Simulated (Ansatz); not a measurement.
Molecular dynamics on a 2×2×2 supercell (16 atoms) of MgTe (zincblende), relaxed with r2SCAN. Forces come from r2SCAN in Ansatz: Langevin thermostat and barostat (NPT), 1300 K, steps of 3 fs. Computed, non-magnetic; the trajectory is short and the cell small, so nothing here is a converged average. The structure comes from a prototype and may be hypothetical.

```yaml
crystal:
  lattice:
    - [0.0, 6.4662230871, 6.4662230871]
    - [6.4662230871, 0.0, 6.4662230871]
    - [6.4662230871, 6.4662230871, 0.0]
  atoms:
    - { symbol: Mg, position: [0.0, 0.0, 0.0] }
    - { symbol: Te, position: [0.125, 0.125, 0.125] }
    - { symbol: Mg, position: [0.0, 0.0, 0.5] }
    - { symbol: Te, position: [0.125, 0.125, 0.625] }
    - { symbol: Mg, position: [0.0, 0.5, 0.0] }
    - { symbol: Te, position: [0.125, 0.625, 0.125] }
    - { symbol: Mg, position: [0.0, 0.5, 0.5] }
    - { symbol: Te, position: [0.125, 0.625, 0.625] }
    - { symbol: Mg, position: [0.5, 0.0, 0.0] }
    - { symbol: Te, position: [0.625, 0.125, 0.125] }
    - { symbol: Mg, position: [0.5, 0.0, 0.5] }
    - { symbol: Te, position: [0.625, 0.125, 0.625] }
    - { symbol: Mg, position: [0.5, 0.5, 0.0] }
    - { symbol: Te, position: [0.625, 0.625, 0.125] }
    - { symbol: Mg, position: [0.5, 0.5, 0.5] }
    - { symbol: Te, position: [0.625, 0.625, 0.625] }
kpoints:
  mp_grid: { grid: [2, 2, 2] }
hamiltonian:
  xc: r2scan
scf:
  occupations: { method: fermi_dirac, width: 0.112 }
md:
  ensemble: npt_langevin
  temperature: 1300
  timestep: 3.0
  n_steps: 40
  initial_velocities: maxwell_boltzmann
  seed: 5772
```

Command: `ansatz run input.yaml --threads 4 --pin off --max-ram 3686MiB --backend cpu --events-out ev --progress --plain --runs-dir out`. It ended after 7.6 min on 4 threads of Arm Neoverse N1 (shared host), load about 0.7 per core; peak host memory 3.2 GiB.

| step | t (fs) | T (K) | free energy F from step 0 (meV/atom) | kinetic energy (meV/atom) | pressure (GPa) | volume (Å³/atom) | largest force (eV/Å) |
| --- | --- | --- | --- | --- | --- | --- | --- |
| 0 | 0 | 1219 | 0.0 | 157.5 | 0.59 | 33.80 | 0.00 |
| 1 | 3 | 1167 | 1.5 | 150.8 | 0.59 | 33.79 | 0.26 |
| 2 | 6 | 1158 | 6.0 | 149.7 | 0.65 | 33.78 | 0.50 |
| 3 | 9 | 1168 | 12.9 | 151.0 | 0.73 | 33.78 | 0.71 |
| 4 | 12 | 1072 | 21.6 | 138.6 | 0.80 | 33.76 | 0.91 |
| 5 | 15 | 1032 | 31.8 | 133.3 | 0.92 | 33.75 | 1.10 |
| 6 | 18 | 924 | 43.2 | 119.4 | 1.01 | 33.74 | 1.30 |
| 7 | 21 | 649 | 53.9 | 83.9 | 1.01 | 33.74 | 1.46 |
| 8 | 24 | 553 | 62.5 | 71.5 | 1.06 | 33.74 | 1.59 |
| 9 | 27 | 569 | 68.6 | 73.5 | 1.10 | 33.77 | 1.65 |
| 10 | 30 | 645 | 72.9 | 83.4 | 1.12 | 33.81 | 1.71 |

The temperature starts at 1219 K, is lowest at step 8 (553 K, 24 fs) and ends at 645 K. The thermostat hasn't had time to restore it. The atoms start on their lattice sites with kinetic energy alone, so much of it first passes into potential energy. The job's limit cut the run after 10 of 40 steps.

Positions (Å) and forces (eV/Å) at step 10:
```
cell (Å): 0.000 6.467 6.467; 6.467 0.000 6.467; 6.467 6.467 0.000
Mg   0.118  -0.038  -0.135    -0.300   0.102   0.746
Te   1.702   1.639   1.543    -0.118   0.042  -0.444
Mg   3.214   3.453  -0.244     0.815  -1.146   0.966
Te   4.744   4.841   1.683     0.391   0.215  -0.833
Mg   3.219  -0.025   3.099     0.000   0.180   0.537
Te   4.905   1.562   4.850    -1.113  -0.305   0.554
Mg   6.183   3.255   3.333     0.878   0.361  -0.274
Te   8.084   4.852   4.835    -1.073   0.981  -0.695
Mg  -0.050   3.218   2.976     0.286  -0.631   0.900
Te   1.612   4.810   4.769    -0.335   0.101  -0.599
Mg   3.290   6.476   3.255    -0.038   0.185   0.255
Te   4.854   8.085   4.850     0.495   0.106   0.151
Mg   2.848   3.128   6.333     1.133  -0.440   0.523
Te   4.934   4.919   8.125    -1.235  -0.596  -0.447
Mg   6.533   6.422   6.751     0.369   0.662  -1.109
Te   8.058   8.134   8.302    -0.157   0.183  -0.232
```
